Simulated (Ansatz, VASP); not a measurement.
# NaCl: VASP beside Ansatz

```xyz
2
Lattice="3.4549 0.0000 0.0000 0.0000 3.4549 0.0000 0.0000 0.0000 3.4549" Properties=species:S:1:pos:R:3 pbc="T T T"
Cl    1.7274    1.7274    1.7274
Na    0.0000    0.0000    0.0000
```

Change from the starting cell: volume scaled by 0.96.

Alike in both runs: task single point; functional PBEsol; k mesh 8 × 8 × 8; occupations fermi-dirac, width 0.05 eV; no spin polarisation.

|  | VASP | Ansatz |
| --- | --- | --- |
| version | VASP 6.6.1 | Ansatz 0.2.0 |
| potentials or method | VASP PAW PBE potentials, release 64 (Cl, Na_pv) | Ansatz PAW |
| plane-wave cutoff (eV) | 520 | 420 |
| valence electrons in the cell | 14 | 16 |

|  | VASP | Ansatz | Ansatz less VASP |
| --- | --- | --- | --- |
| gap on the k mesh at the Fermi level (eV) | 3.97 | 3.97 | +0.003 |
| least direct gap on the mesh (eV) | 4.50 | 4.51 | +0.003 |
| pressure (GPa) | -0.2 | -0.2 | 0.00 |

The two sets of potentials don't hold the same shells in valence.

Caveats: the PAW data sets were made with another functional, which shifts forces and pressure a little (VASP); the PAW data sets come from PBE, with cores solved anew for the run's functional, which leaves a small shift of forces and pressure (Ansatz). A k mesh can miss the band edges.
